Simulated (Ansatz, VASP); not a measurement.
# Te in VASP and in Ansatz

File POSCAR:

```
Te
1.0
    4.6013525159      0.0000000000      0.0000000000
   -2.3006762580      3.9848881706      0.0000000000
    0.0000000000      0.0000000000      5.9000620010
Te
3
Direct
    0.2566971700      0.0000000000      0.3333333333
    0.0000000000      0.2566971700      0.6666666667
    0.7433028300      0.7433028300      0.0000000000
```

The input INCAR.step1:

```
SYSTEM = Te
ALGO = Normal ; EDIFF = 1E-4
ENCUT = 520 ; GGA = PE
ISMEAR = -1 ; LASPH = .TRUE.
LCHARG = .FALSE. ; LREAL = .FALSE.
LWAVE = .TRUE. ; NBANDS = 16
NELM = 100 ; PREC = Accurate
SIGMA = 0.05
```

INCAR.step2

```
SYSTEM = Te
ALGO = Normal ; EDIFF = 1E-8
ENCUT = 520 ; ISIF = 2
ISMEAR = -1 ; ISTART = 1
LASPH = .TRUE. ; LCHARG = .FALSE.
LEFG = .TRUE. ; LMIXTAU = .TRUE.
LREAL = .FALSE. ; LWAVE = .FALSE.
METAGGA = R2SCAN ; NBANDS = 16
NELM = 100 ; PREC = Accurate
SIGMA = 0.05
```

The input KPOINTS:

```
k-points
0
G
  8 8 5
  0 0 0
```

Input for Ansatz:

```yaml
crystal:
  lattice:
    - [4.6013525159, 0.0, 0.0]
    - [-2.300676258, 3.9848881706, 0.0]
    - [0.0, 0.0, 5.900062001]
  atoms:
    - { symbol: Te, position: [0.25669717, 0.0, 0.3333333333] }
    - { symbol: Te, position: [0.0, 0.25669717, 0.6666666667] }
    - { symbol: Te, position: [0.74330283, 0.74330283, 0.0] }
kpoints:
  mp_grid: { grid: [8, 8, 5] }
scf:
  occupations: { method: fermi_dirac, width: 0.05 }
hamiltonian:
  xc: r2scan
  pseudopotentials: { kind: paw }
output:
  forces: true
  stress: true
  eigenvalues: true
  efg: { contact_densities: true }
  populations: true
  write_density: true
  write_potential: true
  elf: true
  volumetric_format: npy
```

Change from the starting cell: shortest bond scaled by 1, PAW files.

Alike in both runs: task electric field gradients; functional r2SCAN; k mesh 8 × 8 × 5; occupations fermi-dirac, width 0.05 eV; no spin polarisation.

```csv
,VASP,Ansatz
version,VASP 6.6.1,Ansatz 0.2.0
potentials or method,"VASP PAW PBE potentials, release 64 (Te)","PAW with Ansatz's default frozen-core files, scalar-relativistic"
plane-wave cutoff (eV),520,500
valence electrons in the cell,18,48
```

VASP gave:

- pressure (GPa): 0.0
- largest component of the traceless stress (GPa): 0.05
- rms of the force components (eV/Å): 0.014
- Vzz of the field gradient on the site that differs most (V/Å²): -631.8

Estimate Ansatz's values.

pressure (GPa): 0.0; largest component of the traceless stress (GPa): 0.02; rms of the force components (eV/Å): 0.031; Vzz of the field gradient on the site that differs most (V/Å²): -655.5.

Atom by atom the forces differ by 0.017 eV/Å (rms over components). The two sets of potentials don't hold the same shells in valence. Ansatz warned: «gradients_without_spin_orbit».

Caveats: the PAW data sets were made with another functional, which shifts forces and pressure a little (VASP); spin-orbit coupling is left out, which moves the levels of the heavy elements; an odd mesh through Γ misses points on the zone boundary, where band edges often lie.
